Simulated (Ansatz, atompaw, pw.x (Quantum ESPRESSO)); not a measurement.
pw.x on sc Se: one setting changed

Potential: PAW, atompaw 4.2.0.5, PBE; core [Ar], reference 3d10 4s2 4p4; waves: 4s (bound); 4s channel at 2 Ry; 4p (bound); 4p channel at 3.35 Ry; 3d (bound); 3d channel at -2.15 Ry; local part: troulliermartins scheme with l = 3 at 0.5 Ry, radius 1.65 bohr; core correction: smooth core density matched at 1.80 bohr; augmentation: sinc compensation charge, radius 1.80 bohr; PAW radius 2.00 bohr; waves and projectors: bloechl.

The reference run (k-mesh 12³, cutoffs 100/900 Ry, Fermi–Dirac 0.01 Ry, mixing_beta 0.4, conv_thr 1e-9, no spin) gives -0.28 GPa at 22.834 Å³/atom, where all-electron LAPW gives -0.31 GPa. This run, with its own iteration cap, changes k-mesh points per axis to 8.

```
&control
  calculation='scf', prefix='x', pseudo_dir='./', outdir='./tmp', tstress=.true., disk_io='none'
/
&system
  ibrav=0, nat=1, ntyp=1, ecutwfc=100, ecutrho=900, nbnd=16,
  occupations='smearing', smearing='fd', degauss=0.01
/
&electrons
  conv_thr=1e-09, mixing_beta=0.4, electron_maxstep=60
/
ATOMIC_SPECIES
Se 1.0 Se.UPF
CELL_PARAMETERS angstrom
  2.83700869 0.00000000 0.00000000
  0.00000000 2.83700869 0.00000000
  0.00000000 0.00000000 2.83700869
ATOMIC_POSITIONS crystal
Se 0.0000 0.0000 0.0000
K_POINTS automatic
8 8 8 0 0 0
```

```bash
pw.x < Se.scf.in > Se.scf.out
```

**Question.** How does the run end?

**Answer.** It converges in 9 iterations; the free energy moves by -3.6 meV/atom and the pressure by +0.26 GPa.

```
Message from routine setup:
     using ibrav=0 with symmetry is DISCOURAGED, use correct ibrav instead
     lattice parameter (alat)  =       5.3612  a.u.
     unit-cell volume          =     154.0915 (a.u.)^3
     number of electrons       =        16.00
     number of Kohn-Sham states=           16
     kinetic-energy cutoff     =     100.0000  Ry
     charge density cutoff     =     900.0000  Ry
     scf convergence threshold =      1.0E-09
     Exchange-correlation= SLA PW PBX PBC
     number of k points=    35  Fermi-Dirac smearing, width (Ry)=  0.0100
     iteration #  1     ecut=   100.00 Ry     beta= 0.40
     total energy              =    -401.79939403 Ry
     estimated scf accuracy    <       0.00183055 Ry
     iteration #  2     ecut=   100.00 Ry     beta= 0.40
     total energy              =    -401.80323236 Ry
     estimated scf accuracy    <       0.00045645 Ry
     iteration #  3     ecut=   100.00 Ry     beta= 0.40
     total energy              =    -401.80389415 Ry
     estimated scf accuracy    <       0.00014271 Ry
     [... 3 iterations left out ...]
     iteration #  7     ecut=   100.00 Ry     beta= 0.40
     total energy              =    -401.80392168 Ry
     estimated scf accuracy    <       0.00000002 Ry
     iteration #  8     ecut=   100.00 Ry     beta= 0.40
     total energy              =    -401.80392167 Ry
     estimated scf accuracy    <          4.0E-09 Ry
     iteration #  9     ecut=   100.00 Ry     beta= 0.40
     the Fermi energy is    10.7083 ev
!    total energy              =    -401.80392167 Ry
     estimated scf accuracy    <          2.6E-10 Ry
     smearing contrib. (-TS)   =      -0.00225340 Ry
     convergence has been achieved in   9 iterations
          total   stress  (Ry/bohr**3)                   (kbar)     P=       -0.24
     Message from routine punch:
     Nothing written, as per user request (disk_io='none')
```

The run took about 23 s on one core of a shared host (Intel(R) Xeon(R) Platinum 8488C, 96 threads, 744 GiB, load 26).
